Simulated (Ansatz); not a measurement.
# InSe (C2/m) in Ansatz: notebook

One crystal, InSe, is run at these levels: B3LYP, HSE06, HSE03, HSEsol; tasks: band structure.

All numbers are computed with Ansatz 0.2.0; they aren't measurements. Logs are shortened: lines on timing, memory, paths and dates and some standing lists are left out, and cuts for length are marked.

## (1) Starting point

It takes space group C2/m (No. 12, monoclinic). Conventional cell: a = 11.653 Å, b = 4.109 Å, c = 5.073 Å, α = 90.00°, β = 109.86°, γ = 90.00°. In (site symmetry m) has 3 Se at 2.68 to 2.69 Å and 1 In at 2.80 Å as nearest neighbours. Se (site symmetry m) is surrounded by 3 In at 2.68 to 2.69 Å.

The cell comes from a database or a generator and needn't be the stable form of this composition.

## (2) Band structure, B3LYP

Input file input:

```
crystal:
  lattice:
    - [5.8263928781, -2.054648955, 0.0]
    - [5.8263928781, 2.054648955, 0.0]
    - [-1.723233014, 0.0, 4.7713478577]
  atoms:
    - { symbol: In, position: [0.88820325, 0.88820325, 0.04684136] }
    - { symbol: In, position: [0.11179675, 0.11179675, 0.95315864] }
    - { symbol: Se, position: [0.66092759, 0.66092759, 0.66895562] }
    - { symbol: Se, position: [0.33907241, 0.33907241, 0.33104438] }
hamiltonian:
  xc: b3lyp
  pseudopotentials: { kind: paw }
kpoints:
  mp_grid: { grid: [4, 4, 3] }
  band_path:
    path:
      - [[0.0, 0.5, 0.0], [0.0, 0.0, 0.0], [0.0, 0.0, -0.5]]
      - [[0.0, 0.5, -0.5], [0.0, 0.0, 0.0], [-0.5, -0.5, 0.5]]
      - [[-0.5, 0.0, 0.5], [0.0, 0.0, 0.0], [-0.5, -0.5, 0.0]]
      - [[-0.5, 0.0, 0.0], [0.0, 0.0, 0.0]]
    npoints: 4
scf:
  occupations: { method: fermi_dirac, width: 0.05 }
  n_extra_bands: 10
output:
  forces: true
  stress: true
  eigenvalues: true
  fatbands: false
  write_density: true
  write_potential: true
  elf: true
  volumetric_format: npy
```

Potentials or basis: Ansatz PAW.

The log of the run:

```text
Warning: output.stress: scf.convergence.dr2_threshold = 1e-7 eV (the SCF's general default) is looser than the 4e-10 eV advised for a printed stress (1e-10 eV for each atom of the cell: 4). What an SCF threshold leaves in a stress goes as its square root, and in the free energy as the threshold itself, and one threshold admits the most on a small cell: of the crystals measured, under no hybrid functional and no lock of the moments, on runs that ended without the residual-converged pass, on stresses that held no estimate of that error, the worst erred by over 100 MPa in a component at 1e-7 eV an atom and by under 5 at 1e-10. Set scf.convergence.dr2_threshold to 4e-10 eV or tighter. The threshold is an SCF's pass mark: one that does not reach it within its budget of iterations ends unconverged, or closes short of it on a stop that the run arms, and scf.convergence.dr2_threshold's page says what that costs each kind of run
Warning: output.stress: scf.exx.energy_threshold = 1e-6 eV is looser than the 4e-8 eV advised for a stress under a hybrid functional (1e-8 eV for each atom of the cell: 4). Every SCF of the exchange loop can meet its threshold on dr2 while the loop round them stops early: no threshold on dr2 bounds what that leaves in the stress. Set scf.exx.energy_threshold to 4e-8 eV or tighter. The threshold is the loop's pass mark: a loop that does not reach it within its budget of cycles ends unconverged, and scf.exx.energy_threshold's page has the law
scf.n_extra_bands = 10 over 29 filled bands (N_el = 58.0): the run solves 39 bands
GPUs: using 1 of 1 available (devices: 1).
Engine: ansatz 0.2.0, x86_64-unknown-linux-gnu
Pseudopotentials: kind: paw
Pseudopotential: In, paw, valence charge 13, recommended cutoff 420 eV (normal), In.paw.azcp
Pseudopotential: Se, paw, valence charge 16, recommended cutoff 420 eV (normal), Se.paw.azcp
Functional definition: B3LYP
  parameter a0 = 0.2
  parameter ax = 0.72
  parameter ac = 0.81
  exchange = (1 - a0 - ax)*slater_x + ax*b88_x + a0*exact_x
  correlation = (1 - ac)*vwn_rpa_c + ac*lyp_c
device memory: the entry about to start is reckoned to put 1.7 GiB on a device that reports 62.0 GiB free (of which the cap on the GPU budget leaves the run 18.0 GiB)
GPU FFT provider: cuFFT
GPU libraries: cuBLAS 13.8.2, cuFFT 12.4.0, cuSOLVER 12.3.4
Crystal: 4 atoms, lattice volume = 114.237 Å³
Basis set: ecut = 420 eV, 2235 PW (Γ), exchange–correlation on 90×90×72 points (8 copies of the dense FFT grid, shifted against one another)
Bands: 39, of which v1, the nominal top of the filled ones, is band 29 counted from 1 (28 counted from 0)
Symmetry: 4 space group operations
Space group: C2/m (ITA 12), of the structure as read, at distance tolerance 4.9e-5 Å
k-points: 17 of 48
Non-local potential: In, projectors of the file, l = 0: 2, l = 1: 2, l = 2: 2, l = 3: 2
Non-local potential: Se, projectors of the file, l = 0: 2, l = 1: 2, l = 2: 3, l = 3: 1
PAW form: soft (Blöchl's): semilocal exchange-correlation on the pseudo side does not see the compensation charge
PAW frozen core: In, regenerated for the run's functional, and the local potential with it (the file was generated under x = pbe(κ = 0.804, μ = 0.2195149727645171), c = pbe(β = 0.06672455060314922))
PAW frozen core: Se, regenerated for the run's functional, and the local potential with it (the file was generated under x = pbe(κ = 0.804, μ = 0.2195149727645171), c = pbe(β = 0.06672455060314922))
PAW one-centre angular grid: In, 590 points (default); XC on 64 Gauss nodes
PAW one-centre angular grid: Se, 590 points (default); XC on 64 Gauss nodes
Initial density: superposition of atomic densities (neutral atoms: chi_scale 0, normalization atom), corrected by the library's trained network
Initial wavefunctions: pseudopotential atomic-orbital guess
GPU buffer pool allocated for 72900 grid points (all kernels)
GPU transforms: local potential and band sums: pruned to the plane-wave sphere, on 45×45×36
Functional: x = 0.1 slater + 0.9 b88, c = 0.19 vwn_rpa + 0.81 lyp, warm-up for x = 0.08 slater + 0.72 b88 + 0.2 exact, c = 0.19 vwn_rpa + 0.81 lyp
SCF iter   1: F=—  HF=-22175.302838 eV  |F-HF|=—  |Δ(HF+E_count)|=         —  Δρ=5.33e-3  dr2=3.44e-2  ethr=1.77e-3  ⟨swp⟩=12.4  Hψ=2922  notcnv=0
preconditioner: auto → none  [insulator: Δε(μ)=1.409 eV  Ē_g=15.635 eV  σ=0.050 eV  W_gap=1.00  n_scr=32 (ndim 8)  ℏωp=21.4 eV  f_vac=0.050  D(μ)=0.00/eV (n_scr^D=0)]
SCF iter   2: F=—  HF=-22175.295274 eV  |F-HF|=—  |Δ(HF+E_count)|=   7.56e-3  Δρ=1.67e-3  dr2=4.59e-3  ethr=5.92e-5  ⟨swp⟩=5.8  Hψ=1791  notcnv=0  defer=28
SCF iter   3: F=—  HF=-22175.294415 eV  |F-HF|=—  |Δ(HF+E_count)|=   8.59e-4  Δρ=1.15e-3  dr2=1.37e-3  ethr=7.91e-6  ⟨swp⟩=4.2  Hψ=1533  notcnv=0  defer=3
iter 4 solved again at ethr=5.24e-8 eV; its pass at ethr=2.36e-6 eV (dr2=3.04e-5 eV) is discarded
SCF iter   4: F=-22175.294250 eV  HF=-22175.294246 eV  |F-HF|=3.99e-6  |Δ(HF+E_count)|=   1.69e-4  Δρ=1.96e-4  dr2=3.28e-5  ethr=5.24e-8  ⟨swp⟩=4.1  Hψ=3042  notcnv=0
SCF 1 stopped early in 4 iterations: F = -22175.294250 eV  dr2 = 3.28e-5
[... 18 lines left out ...]
SCF iter   7: F=-22184.599919 eV  HF=-22184.599919 eV  |F-HF|=5.74e-8  |Δ(HF+E_count)|=   2.07e-6  Δρ=1.68e-5  dr2=1.86e-6  ethr=1.46e-8  ⟨swp⟩=2.6  Hψ=1168  notcnv=0
SCF 2 stopped early in 7 iterations: F = -22184.599919 eV  dr2 = 1.86e-6
  Residual-converged pass: ⟨swp⟩=4.0  Hψ=2076  notcnv=0  max |occ|·‖R‖ = 5.9e-6 eV (tolerance 6.7e-6 eV)  dr2=1.88e-6  dr2_onsite=5.27e-8  max |Δocc| = 6.3e-18
hybrid outer 1: dexx = +1.440e-2 eV, tail = 5.63e-5 eV
GPU FFT provider: cuFFT
GPU libraries: cuBLAS 13.8.2, cuFFT 12.4.0, cuSOLVER 12.3.4
GPU buffer pool allocated for 72900 grid points (all kernels)
GPU transforms: local potential and band sums: pruned to the plane-wave sphere, on 45×45×36
Exchange kernel: α = 0.2000, full range, Wigner–Seitz truncation, v(0) = 10554.2547 eV·Å³, q-mesh 4×4×3, nearest image of the exchange supercell L = 15.22 Å, pair-density grid 25×25×24, without the augmentation charges, whose exchange is taken in its separable form by FFT convolution over the k-point mesh (sized by the pseudopotential files, 27×40×32 at the most), smooth part of the exact exchange by density-matrix convolution in up to 3.07 GiB of GPU memory as planned if the GPU has room (build and FFT work areas not counted)
Frozen-core exchange: fock
SCF iter   1: F=—  HF=-22184.600010 eV  |F-HF|=—  |Δ(HF+E_count)|=         —  Δρ=3.18e-5  dr2=7.18e-7  ethr=4.85e-7  ⟨swp⟩=5.2  Hψ=1411  notcnv=0
preconditioner: auto → none  [insulator: Δε(μ)=2.411 eV  Ē_g=17.843 eV  σ=0.050 eV  W_gap=1.00  n_scr=32 (ndim 8)  ℏωp=21.4 eV  f_vac=0.063  D(μ)=0.00/eV (n_scr^D=0)]
SCF iter   2: F=—  HF=-22184.600011 eV  |F-HF|=—  |Δ(HF+E_count)|=   9.19e-7  Δρ=1.82e-5  dr2=2.57e-7  ethr=1.08e-9  ⟨swp⟩=4.0  Hψ=2210  notcnv=0
SCF iter   3: F=—  HF=-22184.600011 eV  |F-HF|=—  |Δ(HF+E_count)|=   3.36e-8  Δρ=6.76e-6  dr2=1.09e-7  ethr=2.81e-10  ⟨swp⟩=2.5  Hψ=1176  notcnv=0
SCF iter   4: F=—  HF=-22184.600012 eV  |F-HF|=—  |Δ(HF+E_count)|=   4.47e-7  Δρ=4.12e-6  dr2=1.96e-8  ethr=3.81e-11  ⟨swp⟩=5.6  Hψ=2402  notcnv=0  defer=3
SCF iter   5: F=—  HF=-22184.600012 eV  |F-HF|=—  |Δ(HF+E_count)|=   4.35e-9  Δρ=5.60e-7  dr2=1.56e-9  ethr=2.39e-11  ⟨swp⟩=2.6  Hψ=1169  notcnv=0
SCF iter   6: F=-22184.600012 eV  HF=-22184.600012 eV  |F-HF|=2.33e-10  |Δ(HF+E_count)|=   7.83e-9  Δρ=4.60e-7  dr2=2.87e-10  ethr=1.00e-12  ⟨swp⟩=4.0  Hψ=1647  notcnv=0
SCF 3 converged in 6 iterations: F = -22184.600012 eV  dr2 = 2.87e-10
  Residual-converged pass: ⟨swp⟩=3.0  Hψ=1279  notcnv=0  max |occ|·‖R‖ = 6.0e-7 eV (tolerance 6.3e-7 eV)  dr2=2.89e-10  dr2_onsite=1.61e-10  max |Δocc| = 4.2e-21
hybrid outer 2: dexx = +5.981e-7 eV, tail = 1.82e-8 eV, Δε = 1.69e-3 eV (about 5.80e-5 eV left of the loop's levels), ΔF = 6.10e-3 eV/Å (tail 9.59e-4)
device memory: the entry about to start is reckoned to put 1.1 GiB on a device that reports 73.6 GiB free (of which the cap on the GPU budget leaves the run 18.0 GiB)
NSCF: frozen V_eff on 32 k-points, pencils in batches of 32, up to order 172
hybrid SCF converged: 2 outer / 13 inner (+4 warm-up), last move |dexx| = 5.98e-7 eV, tail = 1.82e-8 eV
Stability not checked: this state was not tested for a lower state beside it, because the functional holds exact exchange (a hybrid, or Hartree-Fock), whose exchange loop this test does not read (fock_operator; see scf.lower_state_search)
Free energy (F): -22184.600012 eV
Frozen-core exchange: fock
Harris-Foulkes:  -22184.600012 eV  (|F-HF|=2.33e-10)
Internal energy: -22184.600012 eV  (E = F + TS)
E sigma→0 (E₀):  -22184.600012 eV
Fermi energy:    7.934962 eV
--- Per-component energies (eV) ---
  E_band       = -1017.330867
  E_kinetic    = 724.659612
  E_local      = -7773.231242  (includes V_loc(G=0)·N_el)
  E_nonlocal   = -463.698307
  E_hartree    = 3596.405919
  E_xc         = -520.822522
  E_vxc        = -319.311644  (∫ρ·V_xc dr)
  E_exx        = -180.013023  (= α·E_x^exact, valence–valence)
  E_paw        = -12118.582956  (= ΣΔE_a)
  E_vpaw       = -18.534213  (= ΣTr[D̂ρ^β])
  E_aug_tail   = -0.001189  (compensation charges beyond the density's cutoff)
  E_ewald      = -5448.820425
  E_core_change = -0.495879  (= ΣΔE_core)
  E_smearing   = -0.000000  (= −TS)
  E_closure    = 0.000000  (closes the sum)
  Σ components = -22184.600012   (vs F -22184.600012, Δ=3.64e-12)
--- Forces (eV/Å), atoms counted from 1 ---
  atom   1  In     0.07073739     0.00000000    -0.01048063
  atom   2  In    -0.07073739    -0.00000000     0.01048063
  atom   3  Se     0.01186760     0.00000000    -0.06205824
  atom   4  Se    -0.01186760    -0.00000000     0.06205824
  max |Σ_I F_I| component: 0.00e0 eV/Å
--- Stress (GPa, compression-positive) ---
        2.134451      -0.000000       0.130467
       -0.000000       2.838807      -0.000000
        0.130467      -0.000000       2.399847
  P = ⅓ Tr σ = 2.4577 GPa (24.577 kbar)
--- Band table (eV; the first three rows and the last of 17) ---
  k-point 0: bands = ["-43.2851", "-43.2848", "-43.2846", "-43.2844", "-43.2589", "-43.2585", "-43.2545", "-43.2543", "-43.2436", "-43.2436", "-9.2740", "-9.1866", "-9.0026", "-8.9662", "-8.9289", "-8.9257", "-8.8771", "-8.8206", "-8.7932", "-8.6378", "-7.5069", "-5.7733", "1.6972", "2.6914", "2.8053", "4.3698", "4.6227", "5.2852", "5.5026", "10.5997", "10.9484", "11.6758", "12.8538", "13.6166", "13.6389", "14.8919", "16.4802", "17.8441", "18.3847"]
  k-point 1: bands = ["-43.2851", "-43.2848", "-43.2846", "-43.2844", "-43.2588", "-43.2585", "-43.2544", "-43.2543", "-43.2436", "-43.2435", "-9.2806", "-9.1844", "-9.0041", "-8.9619", "-8.9338", "-8.9250", "-8.8755", "-8.8200", "-8.7934", "-8.6445", "-7.1424", "-6.1822", "0.9456", "1.9300", "3.8041", "4.7779", "5.3615", "5.5684", "6.1846", "9.3602", "9.6784", "12.0070", "12.1590", "14.2225", "14.7389", "14.7671", "16.2679", "17.0730", "17.5112"]
  k-point 2: bands = ["-43.2851", "-43.2848", "-43.2845", "-43.2844", "-43.2588", "-43.2585", "-43.2544", "-43.2543", "-43.2436", "-43.2436", "-9.2622", "-9.1816", "-9.1124", "-8.9728", "-8.9378", "-8.9061", "-8.8962", "-8.8295", "-8.7795", "-8.6201", "-7.0455", "-5.7736", "1.0394", "1.8997", "3.4287", "4.1449", "4.5902", "5.3733", "5.5859", "10.0613", "10.5201", "11.2194", "13.4585", "13.7520", "14.0509", "15.2040", "16.1783", "16.5722", "17.3502"]
  k-point 16: bands = ["-43.2852", "-43.2847", "-43.2847", "-43.2843", "-43.2587", "-43.2586", "-43.2544", "-43.2543", "-43.2436", "-43.2435", "-9.2503", "-9.1306", "-9.0616", "-9.0305", "-8.9577", "-8.9303", "-8.8885", "-8.8297", "-8.7198", "-8.6331", "-7.1347", "-6.0883", "0.1602", "1.9664", "4.0135", "4.6534", "5.6100", "6.0417", "6.4184", "9.6816", "10.9250", "11.6157", "12.9096", "13.0332", "13.9390", "14.5793", "15.4546", "17.3218", "17.4585"]
```

Run time: 71 s. Hardware: 1 × NVIDIA H100 80GB HBM3 with 2 threads of AMD EPYC 7R13 (Zen 3), shared host; peak memory 2.4 GiB.

What came out:

```yaml
Free_energy: -22184.6000 eV
Pressure: 2.5 GPa
Largest_force: 0.072 eV/Å
Band_gap_on_the_k_mesh: 2.41 eV, indirect (least direct gap 2.47 eV)
Band_gap_along_the_path: 2.16 eV, indirect (least direct gap 2.49 eV)
```

Forces in eV/Å, atoms in the order of the input:
```
In   0.071  0.000 -0.010
In  -0.071  0.000  0.010
Se   0.012  0.000 -0.062
Se  -0.012  0.000  0.062
```

Stress tensor (GPa, compression positive):
```
2.13 0.00 0.13
0.00 2.84 0.00
0.13 0.00 2.40
```

Levels at the corners of the path, in eV from the valence-band top:
```
point  band 25  band 26  band 27  band 28  band 29  band 30  band 31  band 32  band 33  band 34
    X    -2.59    -2.33    -1.96    -1.65    -1.22     2.77     3.57     4.92     5.01     5.74
    Γ    -3.93    -2.37    -2.12    -1.45    -1.24     3.86     4.21     4.94     6.12     6.88
    Y    -2.28    -1.90    -1.53    -1.16    -0.34     2.16     3.22     4.87     5.11     7.73
    L    -3.54    -3.12    -2.31    -2.21    -1.39     3.56     4.68     4.93     6.07     7.55
    Γ    -3.93    -2.37    -2.12    -1.45    -1.24     3.86     4.21     4.94     6.12     6.88
    Z    -2.41    -1.78    -1.40    -0.81    -0.44     3.24     4.26     4.64     5.99     6.96
    N    -3.54    -3.12    -2.31    -2.21    -1.39     3.56     4.68     4.93     6.07     7.55
    Γ    -3.93    -2.37    -2.12    -1.45    -1.24     3.86     4.21     4.94     6.12     6.88
    M    -2.52    -2.46    -1.31    -0.77     0.00     2.49     3.93     4.64     5.25     6.94
    R    -2.59    -2.33    -1.96    -1.65    -1.22     2.77     3.57     4.92     5.01     5.74
    Γ    -3.93    -2.37    -2.12    -1.45    -1.24     3.86     4.21     4.94     6.12     6.88
```

Caveat: the k mesh is coarse (spacing up to 0.44 Å⁻¹), so the values aren't converged, least of all with exact exchange; the k mesh misses the band edges, so the gap on the mesh is wider than the one along the path; spin-orbit coupling is left out, which moves the levels of the heavy elements; the PAW data sets come from PBE, with cores solved anew for the run's functional, which leaves a small shift of forces and pressure; the thresholds are loose for stress.

## (3) Band structure, HSE06

input: that of step 2 with these lines changed.

```diff
@@ -11,3 +11,3 @@
 hamiltonian:
-  xc: b3lyp
+  xc: hse06
   pseudopotentials: { kind: paw }
@@ -30,5 +30 @@
   fatbands: false
-  write_density: true
-  write_potential: true
-  elf: true
-  volumetric_format: npy
```

Potentials or basis: Ansatz PAW.

It took 49 s on 1 × NVIDIA H100 80GB HBM3 with 2 threads of AMD EPYC 7R13 (Zen 3), shared host; peak memory 2.4 GiB.

The run converged. Its results:

```yaml
Free_energy: -22146.8022 eV
Pressure: -0.3 GPa
Largest_force: 0.099 eV/Å
Band_gap_on_the_k_mesh: 2.08 eV, indirect (least direct gap 2.13 eV)
Band_gap_along_the_path: 1.89 eV, indirect (least direct gap 2.26 eV)
```

Forces on the atoms (eV/Å):
```
In  -0.099  0.000  0.005
In   0.099  0.000 -0.005
Se   0.021  0.000  0.096
Se  -0.021  0.000 -0.096
```

Stress tensor (GPa, compression positive):
```
-0.50  0.00 -0.07
 0.00 -0.15  0.00
-0.07  0.00 -0.22
```

Levels at the corners of the path, in eV from the valence-band top:
```tsv
point	band 26	band 27	band 28	band 29	band 30	band 31	band 32	band 33
X	-2.38	-1.99	-1.64	-1.23	2.39	3.22	4.48	4.51
Γ	-2.38	-2.16	-1.47	-1.25	3.55	3.74	4.49	5.77
Y	-1.95	-1.55	-1.17	-0.38	1.89	2.80	4.48	4.75
L	-3.14	-2.32	-2.22	-1.39	3.29	4.18	4.45	5.66
Γ	-2.38	-2.16	-1.47	-1.25	3.55	3.74	4.49	5.77
Z	-1.82	-1.42	-0.79	-0.42	2.93	3.84	4.25	5.63
N	-3.14	-2.32	-2.22	-1.39	3.29	4.18	4.45	5.66
Γ	-2.38	-2.16	-1.47	-1.25	3.55	3.74	4.49	5.77
M	-2.50	-1.31	-0.77	0.00	2.26	3.42	4.22	4.84
R	-2.38	-1.99	-1.64	-1.23	2.39	3.22	4.48	4.51
Γ	-2.38	-2.16	-1.47	-1.25	3.55	3.74	4.49	5.77
```

Caveat: the k mesh is coarse (spacing up to 0.44 Å⁻¹), so the values aren't converged, least of all with exact exchange; the k mesh misses the band edges, so the gap on the mesh is wider than the one along the path; spin-orbit coupling is left out, which moves the levels of the heavy elements; the PAW data sets come from PBE, with cores solved anew for the run's functional, which leaves a small shift of forces and pressure; the thresholds are loose for stress.

## (4) Band structure, HSE03

input: that of step 3 with these lines changed.

```diff
@@ -11,3 +11,3 @@
 hamiltonian:
-  xc: hse06
+  xc: { exchange: pbe, correlation: pbe, exx: { coeff: 0.25, omega: 0.3 } }
   pseudopotentials: { kind: paw }
@@ -30 +30,5 @@
   fatbands: false
+  write_density: true
+  write_potential: true
+  elf: true
+  volumetric_format: npy
```

Wall time 48 s (1 × NVIDIA H100 80GB HBM3 with 2 threads of AMD EPYC 7R13 (Zen 3), shared host); peak memory 2.4 GiB.

It converged, with:

| Item | Value |
| --- | --- |
| Free energy | -22146.7103 eV |
| Pressure | -0.1 GPa |
| Largest force | 0.087 eV/Å |
| Band gap on the k mesh | 1.93 eV, indirect (least direct gap 1.97 eV) |
| Band gap along the path | 1.73 eV, indirect (least direct gap 2.10 eV) |

Forces in eV/Å, atoms in the order of the input:
```
In  -0.087  0.000  0.003
In   0.087  0.000 -0.003
Se   0.018  0.000  0.059
Se  -0.018  0.000 -0.059
```

Stress tensor (GPa, compression positive):
```
-0.28  0.00 -0.05
 0.00  0.08  0.00
-0.05  0.00 -0.04
```

Levels at the corners of the path, in eV from the valence-band top:
```
point  band 27  band 28  band 29  band 30  band 31  band 32
    X    -1.95    -1.61    -1.21     2.23     3.05     4.30
    Γ    -2.12    -1.44    -1.22     3.37     3.57     4.31
    Y    -1.51    -1.14    -0.37     1.73     2.64     4.30
    L    -2.28    -2.18    -1.36     3.11     4.01     4.27
    Γ    -2.12    -1.44    -1.22     3.37     3.57     4.31
    Z    -1.39    -0.77    -0.42     2.77     3.67     4.08
    N    -2.28    -2.18    -1.36     3.11     4.01     4.27
    Γ    -2.12    -1.44    -1.22     3.37     3.57     4.31
    M    -1.28    -0.75     0.00     2.11     3.25     4.04
    R    -1.95    -1.61    -1.21     2.23     3.05     4.30
    Γ    -2.12    -1.44    -1.22     3.37     3.57     4.31
```

Caveat: the k mesh is coarse (spacing up to 0.44 Å⁻¹), so the values aren't converged, least of all with exact exchange; the k mesh misses the band edges, so the gap on the mesh is wider than the one along the path; spin-orbit coupling is left out, which moves the levels of the heavy elements; the PAW data sets come from PBE, with cores solved anew for the run's functional, which leaves a small shift of forces and pressure; the thresholds are loose for stress.

(Continued in part 2 of 2.)
